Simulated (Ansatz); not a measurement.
**HfO2 (P2_1/c): the equilibrium volume**

At what volume is HfO2 (P2_1/c) free of pressure?

Program: Ansatz 0.2.0. Level of theory: DFT PBE, scalar-relativistic, plane waves, PAW. These are calculated values, not measurements.

2 further runs of the same task are left out: 2 set aside as unsound or not needed.

## Step 1: The starting structure

Symmetry: P2_1/c, No. 14, monoclinic system. The conventional cell has a = 5.094 Å, b = 5.151 Å, c = 5.276 Å, α = 90.00°, β = 99.56°, γ = 90.00°. Hf (site symmetry 1) has 7 O at 2.03 to 2.24 Å as nearest neighbours. O (site symmetry 1) is surrounded by 4 Hf at 2.13 to 2.24 Å. Around O (site symmetry 1) lie 3 Hf at 2.03 to 2.13 Å.

Coordinates:

```cif
data_structure
_symmetry_space_group_name_H-M 'P2_1/c'
_symmetry_Int_Tables_number 14
_cell_length_a 5.0942
_cell_length_b 5.1506
_cell_length_c 5.2762
_cell_angle_alpha 90.000
_cell_angle_beta 99.559
_cell_angle_gamma 90.000
_cell_volume 136.52
loop_
_atom_site_label
_atom_site_type_symbol
_atom_site_symmetry_multiplicity
_atom_site_Wyckoff_symbol
_atom_site_fract_x
_atom_site_fract_y
_atom_site_fract_z
_atom_site_occupancy
Hf1 Hf 4 e 0.27614 0.45806 0.70791 1
O1 O 4 e 0.44800 0.74253 0.97858 1
O2 O 4 e 0.06836 0.33076 0.34625 1
```

## Step 2: At the starting volume (PBE, 4×4×4 mesh)

input.yaml reads:

```yaml
crystal:
  lattice:
    - [5.0941750112, 0.0, 0.0]
    - [0.0, 5.1506447, 0.0]
    - [-0.8761689838, 0.0, 5.2029534954]
  atoms:
    - { symbol: Hf, position: [0.27613578, 0.45806468, 0.70790733] }
    - { symbol: Hf, position: [0.72386422, 0.95806468, 0.79209267] }
    - { symbol: Hf, position: [0.72386422, 0.54193532, 0.29209267] }
    - { symbol: Hf, position: [0.27613578, 0.04193532, 0.20790733] }
    - { symbol: O, position: [0.44799782, 0.74252595, 0.97857799] }
    - { symbol: O, position: [0.55200218, 0.24252595, 0.52142201] }
    - { symbol: O, position: [0.55200218, 0.25747405, 0.02142201] }
    - { symbol: O, position: [0.44799782, 0.75747405, 0.47857799] }
    - { symbol: O, position: [0.06836078, 0.33075888, 0.34625278] }
    - { symbol: O, position: [0.93163922, 0.83075888, 0.15374722] }
    - { symbol: O, position: [0.93163922, 0.66924112, 0.65374722] }
    - { symbol: O, position: [0.06836078, 0.16924112, 0.84625278] }
basis:
  ecutwfc: 420
kpoints:
  mp_grid: { grid: [4, 4, 4] }
hamiltonian:
  xc: pbe
scf:
  occupations: { method: gaussian, width: 0.1 }
output:
  forces: true
  stress: true
  eigenvalues: true
```

Started as:

```console
$ ansatz run input.yaml --threads 8 --pin off --max-ram 16384MiB --backend cpu --events-out ev --progress --plain --runs-dir out
```

Standard output, cut to the lines that bear on the results:

```text
Warning: RAYON_NUM_THREADS=8 ignored (pool sized by the plan → 8); use --threads N
[...]
Pseudopotentials: kind: paw
Pseudopotential: Hf, paw, valence charge 26, recommended cutoff 420 eV (normal), Hf.paw.azcp
Pseudopotential: O, paw, valence charge 6, recommended cutoff 420 eV (normal), O.paw.azcp
Functional definition: PBE
[...]
Crystal: 12 atoms, lattice volume = 136.517 Å³
Basis set: ecut = 420 eV, 2677 PW (Γ), exchange–correlation on 72×72×72 points (8 copies of the dense FFT grid, shifted against one another)
Bands: 92, of which v1, the nominal top of the filled ones, is band 76 counted from 1 (75 counted from 0)
Symmetry: 4 space group operations
Space group: P21/c (ITA 14), of the structure as read, at distance tolerance 5.1e-5 Å
k-points: 30 of 64
[...]
SCF iter   1: F=—  HF=-67446.569658 eV  |F-HF|=—  |Δ(HF+E_count)|=         —  Δρ=3.03e-3  dr2=5.09e-3  ethr=1.77e-3  ⟨swp⟩=5.1  Hψ=8725  notcnv=0  defer=18
[...]
SCF iter   7: F=-67446.571675 eV  HF=-67446.571675 eV  |F-HF|=7.62e-8  |Δ(HF+E_count)|=   1.33e-7  Δρ=6.48e-6  dr2=6.15e-8  ethr=6.58e-11  ⟨swp⟩=8.7  Hψ=11270  notcnv=0
[...]
SCF converged after 7 iterations
Free energy (F): -67446.571675 eV
[...]
E sigma→0 (E₀):  -67446.571675 eV
Fermi energy:    16.468512 eV
[...]
--- Forces (eV/Å), atoms counted from 1 ---
  atom   1  Hf     0.16333660     0.02389076     0.10955694
  atom   2  Hf    -0.16333660     0.02389076    -0.10955694
  atom   3  Hf    -0.16333660    -0.02389076    -0.10955694
  atom   4  Hf     0.16333660    -0.02389076     0.10955694
  atom   5  O     -0.10217550     0.00746109     0.02364639
  atom   6  O      0.10217550     0.00746109    -0.02364639
  atom   7  O      0.10217550    -0.00746109    -0.02364639
  atom   8  O     -0.10217550    -0.00746109     0.02364639
[...]
--- Stress (GPa, compression-positive) ---
        9.408873       0.000000       0.374565
        0.000000       9.541129       0.000000
        0.374564       0.000000       9.119534
  P = ⅓ Tr σ = 9.3565 GPa (93.565 kbar)
--- Band table (eV; the first three rows and the last of 30) ---
[...]
```

It took 3.5 s on 8 threads of Arm Neoverse V1, shared host; peak memory 0.86 GiB.

Read off: volume 11.376 Å³/atom, pressure 9.36 GPa, gap on the mesh 4.13 eV.

## Step 3: Relaxing cell and atoms (PBE, 4×4×4 mesh)

input.yaml: that of step 2 with these lines changed.

```diff
@@ -30 +30,6 @@
   eigenvalues: true
+relax:
+  adjacent_minimum: "off"
+  f_tol: 0.05
+  max_steps: 80
+  cell: { stress_tol: 0.5 }
```

Started as:

```console
$ ansatz run input.yaml --threads 8 --pin off --max-ram 16384MiB --backend cpu --events-out ev --progress --plain --runs-dir out
```

Standard output:

```text
Warning: RAYON_NUM_THREADS=8 ignored (pool sized by the plan → 8); use --threads N
Engine: ansatz 0.2.0, aarch64-unknown-linux-gnu
[... 4 set-up lines as earlier in the session ...]
  parameter kappa = 0.804
  parameter beta = 0.06672455060314922
  exchange = pbe_x(kappa = kappa, mu = beta*pi^2/3)
  correlation = pbe_c(beta = beta)
Crystal: 12 atoms, lattice volume = 136.517 Å³
Basis set: ecut = 420 eV, 2677 PW (Γ), exchange–correlation on 72×72×72 points (8 copies of the dense FFT grid, shifted against one another)
Bands: 92, of which v1, the nominal top of the filled ones, is band 76 counted from 1 (75 counted from 0)
[... 2 set-up lines as earlier in the session ...]
k-points: 30 of 64
Non-local potential: Hf, projectors of the file, l = 0: 3, l = 1: 2, l = 2: 2, l = 3: 3
Non-local potential: O, projectors of the file, l = 0: 2, l = 1: 2, l = 2: 1
PAW form: soft (Blöchl's): semilocal exchange-correlation on the pseudo side does not see the compensation charge
PAW one-centre angular grid: Hf, 590 points (default); XC on 64 Gauss nodes
PAW one-centre angular grid: O, 110 points (default); XC on 64 Gauss nodes
Initial density: superposition of atomic densities (neutral atoms: chi_scale 0, normalization atom), corrected by the library's trained network
Initial wavefunctions: pseudopotential atomic-orbital guess
Functional: x = pbe(κ = 0.804, μ = 0.2195149727645171), c = pbe(β = 0.06672455060314922)
SCF iter   1: F=—  HF=-67446.569658 eV  |F-HF|=—  |Δ(HF+E_count)|=         —  Δρ=3.03e-3  dr2=5.09e-3  ethr=1.77e-3  ⟨swp⟩=5.1  Hψ=8725  notcnv=0  defer=18
preconditioner: auto → Resta (q_TF=auto, 2.778 Å⁻¹)  ε∞=5.4  [insulator: Δε(μ)=4.139 eV  Ē_g=18.273 eV  σ=0.100 eV  W_gap=1.00  n_scr=48 (ndim 8)  ℏωp=38.1 eV  f_vac=0.075  D(μ)=0.00/eV (n_scr^D=0)  ε∞_Penn≈5.4]
SCF iter   2: F=—  HF=-67446.570848 eV  |F-HF|=—  |Δ(HF+E_count)|=   1.19e-3  Δρ=1.54e-3  dr2=1.09e-3  ethr=3.35e-6  ⟨swp⟩=2.0  Hψ=5121  notcnv=0  defer=18
SCF iter   3: F=—  HF=-67446.571598 eV  |F-HF|=—  |Δ(HF+E_count)|=   7.50e-4  Δρ=5.52e-4  dr2=2.52e-4  ethr=7.18e-7  ⟨swp⟩=2.0  Hψ=4153  notcnv=0  defer=18
SCF iter   4: F=—  HF=-67446.571721 eV  |F-HF|=—  |Δ(HF+E_count)|=   1.23e-4  Δρ=1.09e-4  dr2=1.51e-5  ethr=1.66e-7  ⟨swp⟩=2.0  Hψ=4244  notcnv=0  defer=18
SCF iter   5: F=—  HF=-67446.571674 eV  |F-HF|=—  |Δ(HF+E_count)|=   4.69e-5  Δρ=5.27e-5  dr2=3.81e-6  ethr=9.94e-9  ⟨swp⟩=2.0  Hψ=4284  notcnv=0  defer=18
SCF iter   6: F=—  HF=-67446.571675 eV  |F-HF|=—  |Δ(HF+E_count)|=   4.75e-7  Δρ=2.15e-5  dr2=5.18e-7  ethr=2.51e-9  ⟨swp⟩=2.0  Hψ=4244  notcnv=0  defer=18
SCF iter   7: F=-67446.571675 eV  HF=-67446.571675 eV  |F-HF|=7.64e-8  |Δ(HF+E_count)|=   1.33e-7  Δρ=6.48e-6  dr2=6.15e-8  ethr=6.58e-11  ⟨swp⟩=9.6  Hψ=11746  notcnv=0
SCF 1 converged in 7 iterations: F = -67446.571675 eV  dr2 = 6.15e-8
relax step   1: F+E_penalty+E_count = -67446.57167487 eV  Δ(F+E_penalty+E_count) = +0.000e0 eV  max|allowed force component| = 1.633e-1 eV/Å  Δτ_max = 0.0000 Å  P = +9.357 GPa  Ω = 136.517 Å³  (7 SCF iters, dr2 threshold 1.00e-7 eV, accepted)
[... from here on, the SCF cycles and remarks between the steps are left out ...]
relax step   2: F+E_penalty+E_count = -67446.67746779 eV  Δ(F+E_penalty+E_count) = -1.058e-1 eV  max|allowed force component| = 3.527e-2 eV/Å  Δτ_max = 0.0062 Å  P = -1.723 GPa  Ω = 142.636 Å³  energy of the carried Pulay correction = -2.977e-2 eV  (9 SCF iters, dr2 threshold 1.20e-6 eV, accepted)
relax step   3: F+E_penalty+E_count = -67446.68774461 eV  Δ(F+E_penalty+E_count) = -1.028e-2 eV  max|allowed force component| = 3.961e-2 eV/Å  Δτ_max = 0.0045 Å  P = -0.153 GPa  Ω = 141.626 Å³  energy of the carried Pulay correction = -2.494e-2 eV  (6 SCF iters, dr2 threshold 1.20e-6 eV, accepted)
relax step   4: F+E_penalty+E_count = -67446.71817867 eV  Δ(F+E_penalty+E_count) = -3.043e-2 eV  max|allowed force component| = 4.007e-2 eV/Å  Δτ_max = 0.0000 Å  P = +0.209 GPa  Ω = 141.626 Å³  stress off target by 6.73e-1 GPa  SCF on the basis re-selected at this cell (its energy is not comparable with the rows above)  (6 SCF iters)
relax step   5: F+E_penalty+E_count = -67446.71737796 eV  Δ(F+E_penalty+E_count) = +8.007e-4 eV  max|allowed force component| = 6.024e-2 eV/Å  Δτ_max = 0.0124 Å  P = +0.298 GPa  Ω = 141.762 Å³  energy of the carried Pulay correction = -6.451e-4 eV  (5 SCF iters, dr2 threshold 1.13e-6 eV, rejected (line search))
relax step   6: F+E_penalty+E_count = -67446.71881476 eV  Δ(F+E_penalty+E_count) = -6.361e-4 eV  max|allowed force component| = 1.530e-2 eV/Å  Δτ_max = 0.0029 Å  P = +0.118 GPa  Ω = 141.732 Å³  energy of the carried Pulay correction = -5.082e-4 eV  (8 SCF iters, accepted)
relax step   7: F+E_penalty+E_count = -67446.71952846 eV  Δ(F+E_penalty+E_count) = -7.137e-4 eV  max|allowed force component| = 1.524e-2 eV/Å  Δτ_max = 0.0000 Å  P = +0.121 GPa  Ω = 141.732 Å³  stress off target by 2.63e-1 GPa  SCF on the basis re-selected at this cell (its energy is not comparable with the rows above)  (3 SCF iters)
basis re-selected at this cell: Δ(F+E_penalty+E_count) = -7.137e-4 eV, ΔP = +0.003 GPa vs the last step (what re-selecting the basis moved, of the pressure what is left beyond the Pulay correction that the steps carried, after the strain that the cell walked since its last selection, with what the two solves' SCF thresholds leave and, on support functions, any second-order correction that the steps lacked; it is no measure of the basis error at this ecutwfc). This SCF's stress stands 2.63e-1 GPa from its target on what of the cell is left free (relax.cell.stress_tol is 5.00e-1 GPa) and its largest allowed force component is 1.52e-2 eV/Å (relax.f_tol is 5.00e-2 eV/Å): within both
SCF converged after 3 iterations
Free energy (F): -67446.719528 eV
Harris-Foulkes:  -67446.719528 eV  (|F-HF|=2.37e-7)
Internal energy: -67446.719528 eV  (E = F + TS)
E sigma→0 (E₀):  -67446.719528 eV
Fermi energy:    15.735173 eV
--- Per-component energies (eV) ---
  E_band       = -62.045774
  E_kinetic    = 3083.743841
  E_local      = -24869.645035  (includes V_loc(G=0)·N_el)
  E_nonlocal   = -4588.382945
  E_hartree    = 11357.071041
  E_xc         = -1789.910796
  E_vxc        = -1817.499143  (∫ρ·V_xc dr)
  E_paw        = -28972.863819  (= ΣΔE_a)
  E_vpaw       = 5415.571154  (= ΣTr[D̂ρ^β])
  E_aug_tail   = 0.019856  (compensation charges beyond the density's cutoff)
  E_ewald      = -21666.751672
  E_smearing   = -0.000000  (= −TS)
  E_closure    = -0.000000  (closes the sum)
  Σ components = -67446.719528   (vs F -67446.719528, Δ=0.00e0)
--- Forces (eV/Å), atoms counted from 1 ---
  atom   1  Hf     0.00293722    -0.01524327     0.00104794
  atom   2  Hf    -0.00293722    -0.01524327    -0.00104794
  atom   3  Hf    -0.00293722     0.01524327    -0.00104794
  atom   4  Hf     0.00293722     0.01524327     0.00104794
  atom   5  O      0.01222163     0.00953771    -0.00674362
  atom   6  O     -0.01222163     0.00953771     0.00674362
  atom   7  O     -0.01222163    -0.00953771     0.00674362
  atom   8  O      0.01222163    -0.00953771    -0.00674362
  atom   9  O      0.00829141    -0.00237429     0.00699554
  atom  10  O     -0.00829141    -0.00237429    -0.00699554
  atom  11  O     -0.00829141     0.00237429    -0.00699554
  atom  12  O      0.00829141     0.00237429     0.00699554
  max |Σ_I F_I| component: 1.73e-18 eV/Å
--- Stress (GPa, compression-positive) ---
        0.124135       0.000000      -0.064734
        0.000000       0.005635       0.000000
       -0.064735       0.000000       0.232769
  P = ⅓ Tr σ = 0.1208 GPa (1.208 kbar)
--- Band table (eV; the first three rows and the last of 30) ---
  k-point 0: bands = ["-46.7448", "-46.7271", "-46.7245", "-46.7238", "-15.7867", "-15.7602", "-15.7336", "-15.5673", "-15.5029", "-15.4678", "-15.4456", "-15.4104", "-15.3825", "-15.3821", "-15.3308", "-15.2806", "-4.2724", "-2.9827", "-2.8581", "-2.8120", "-2.3800", "-2.3716", "-2.2679", "-2.1787", "3.3635", "3.3725", "3.3753", "3.3755", "3.3827", "3.3835", "3.3890", "3.3926", "3.3936", "3.3945", "3.3970", "3.3988", "3.4006", "3.4008", "3.4035", "3.4076", "3.4133", "3.4140", "3.4149", "3.4180", "3.4214", "3.4271", "3.4311", "3.4389", "3.4469", "3.4590", "3.4704", "3.5043", "8.3427", "8.4446", "8.9578", "9.1709", "9.2629", "9.5981", "10.3593", "10.6574", "10.8219", "10.9911", "11.0285", "11.1685", "11.6895", "11.8517", "11.8631", "11.9191", "12.1034", "12.5987", "12.6100", "12.7134", "13.1763", "13.2067", "13.5100", "13.7202", "18.2248", "18.7211", "18.8276", "19.1693", "19.3374", "19.4847", "19.6896", "19.9088", "20.1182", "20.2736", "20.7512", "20.9251", "21.1622", "21.5500", "21.8572", "22.3401"]
[... 3 lines left out ...]
--- Relaxed structure (5 steps of the walk, 4 accepted, 2 SCFs on fresh bases) ---
  F+E_penalty+E_count = -67446.71952846 eV   max|allowed force component| = 1.524e-2 eV/Å   (the final SCF, on the basis selected at the relaxed cell)
  cell:  # Å, volume = 141.7319 Å³
    - [5.157252972225718, 0.0, -0.0019459286329738738]
    - [0.0, 5.216469707095177, 0.0]
    - [-0.8890055135719533, 0.0, 5.268661013581708]
  atoms:
    - { symbol: Hf, position: [0.2758459645374439, 0.4574447849745843, 0.7081817905260018] }
    - { symbol: Hf, position: [0.724154035462556, 0.9574447849745843, 0.7918182094739981] }
    - { symbol: Hf, position: [0.724154035462556, 0.5425552150254158, 0.29181820947399806] }
    - { symbol: Hf, position: [0.2758459645374439, 0.042555215025415725, 0.208181790526002] }
    - { symbol: O, position: [0.44870055456309915, 0.7424275773889236, 0.9775729167664572] }
    - { symbol: O, position: [0.5512994454369007, 0.24242757738892348, 0.5224270832335427] }
    - { symbol: O, position: [0.5512994454369008, 0.2575724226110765, 0.022427083233542845] }
    - { symbol: O, position: [0.4487005545630992, 0.7575724226110764, 0.47757291676645736] }
    - { symbol: O, position: [0.06805838100797806, 0.330578412491862, 0.34661235209501917] }
    - { symbol: O, position: [0.931941618992022, 0.8305784124918619, 0.15338764790498086] }
    - { symbol: O, position: [0.9319416189920219, 0.6694215875081381, 0.6533876479049808] }
    - { symbol: O, position: [0.06805838100797805, 0.16942158750813796, 0.8466123520950192] }
```

Run time: 28 s. Hardware: 8 threads of Arm Neoverse V1, shared host; peak memory 0.88 GiB.

Step by step:

```tsv
step	energy from step 1 (meV/atom)	largest force component (eV/Å)	pressure (GPa)	volume (Å³/atom)
1	0.0	0.163	9.36	11.376
2	-8.8	0.035	-1.72	11.886
3	-9.7	0.040	-0.15	11.802
4	-12.2	0.040	0.21	11.802
5	-12.1	0.060	0.30	11.813
6	-12.3	0.015	0.12	11.811
7	-12.3	0.015	0.12	11.811
```

Step 1 is the start. Step 5 was tried and not accepted. Step 4 repeats a cell on a basis chosen anew, so the energy can jump there without a move. Step 7 repeats the geometry before it on a plane-wave basis chosen anew for the final cell, which shifts the energy by -0.1 meV/atom. The run keeps the 4 symmetry operations that it found, so it can't reach a distortion that breaks them.

Result: volume 11.811 Å³/atom, pressure 0.12 GPa, gap on the mesh 4.03 eV.

(Part 1 of 2 ends here.)
